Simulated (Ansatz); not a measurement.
## RbBr in Ansatz: the effect of exact exchange

Crystal: RbBr.

```
Rb Br
1.0
     4.12608    0.00000    0.00000
     0.00000    4.12608    0.00000
     0.00000    0.00000    4.12608
Rb Br
1 1
Direct
  0.00000 0.00000 0.00000
  0.50000 0.50000 0.50000
```

The cell comes from a database or a generator and needn't be the stable form of this composition.

Alike in all runs:

- Program: Ansatz 0.2.0
- Task: single point
- Functional: HSE06 form with a typed share of exact exchange
- Potentials or basis: Ansatz PAW
- Cutoff: 420 eV (not typed: the program's choice for these potentials)
- k mesh: 4 × 4 × 4
- Occupations: fermi-dirac, width 0.05 eV
- Spin: no spin polarisation

**Question.** One run gave: gap on the mesh 6.54 eV; pressure 0.1 GPa. Which exact exchange did it use?
A. 0.5
B. 0.4
C. 0.3
D. 0.05
E. 0.25

**Answer.** A.

```csv
exact exchange,gap on the mesh (eV),pressure (GPa)
0.05,4.32,0.8
0.1,4.56,0.7
0.15,4.80,0.6
0.2,5.04,0.5
0.25,5.28,0.5
0.3,5.53,0.4
0.4,6.03,0.2
0.5,6.54,0.1
```

Caveats: the PAW data sets come from PBE, with cores solved anew for the run's functional, which leaves a small shift of forces and pressure; the thresholds are loose for stress.

A k mesh can miss the band edges.
